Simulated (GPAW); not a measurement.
Here is a GPAW 26.7.0 calculation.

File run.py:

```python
from ase import Atoms
from ase.calculators.mixing import SumCalculator
from ase.filters import FrechetCellFilter
from ase.io import write
from ase.optimize import FIRE
from dftd3.ase import DFTD3
from gpaw import GPAW, PW, setup_paths

setup_paths.insert(0, '.')

atoms = Atoms(['Cd', 'O'],
              cell=[[0.0, 2.3495, 2.3495],
                    [2.3495, 0.0, 2.3495],
                    [2.3495, 2.3495, 0.0]],
              scaled_positions=[[0.0, 0.0, 0.0],
                                [0.5, 0.5, 0.5]],
              pbc=True)

calc = GPAW(mode=PW(800),
            xc='BLYP',
            kpts={'size': (10, 10, 10), 'gamma': True},
            occupations={'name': 'fermi-dirac', 'width': 0.05},
            nbands=18,
            convergence={'density': 1e-05, 'forces': 0.0001},
            eigensolver='davidson',
            maxiter=150,
            txt='gpaw.txt')
atoms.calc = SumCalculator([calc, DFTD3(method='blyp', damping='d3bj')])
opt = FIRE(FrechetCellFilter(atoms), trajectory='relax.traj', logfile='-')
done = opt.run(fmax=0.01, steps=40)
calc.write('gs.gpw')
write('result.traj', atoms)
print('Converged:', done)
print('Cell:', atoms.cell.cellpar().round(4))
print('Volume:', round(atoms.get_volume(), 4))
print(atoms.get_scaled_positions().round(5))
```

Potentials or basis: PAW data sets generated in the run's folder for this functional, pw.

The run is started by

```bash
$ gpaw-setup -f BLYP Cd O
$ OMP_NUM_THREADS=1 python run.py
```

Q: Predict the relaxed volume.

A: 13.31 Å³/atom.

Q: Estimate the dispersion energy per atom.

A: -0.632 eV.

Step by step:
```csv
step,energy change (eV),largest force (eV/Å),pressure (GPa),volume (Å³)
1,0.0000,0.0000,3.65,25.94
2,-0.0024,0.0000,2.99,26.05
3,-0.0058,0.0000,1.82,26.27
4,-0.0079,0.0000,0.40,26.54
5,-0.0076,0.0000,-1.02,26.83
6,-0.0077,0.0000,-0.98,26.82
7,-0.0077,0.0000,-0.90,26.80
8,-0.0079,0.0000,-0.78,26.78
9,-0.0080,0.0000,-0.63,26.75
10,-0.0080,0.0000,-0.46,26.71
11,-0.0081,0.0000,-0.26,26.67
12,-0.0081,0.0000,-0.05,26.63
```

Caveat: later steps reuse the first step's grids; pairwise dispersion overbinds metals, which lowers pressure and volume. Zero-point motion and thermal expansion aren't in these numbers.
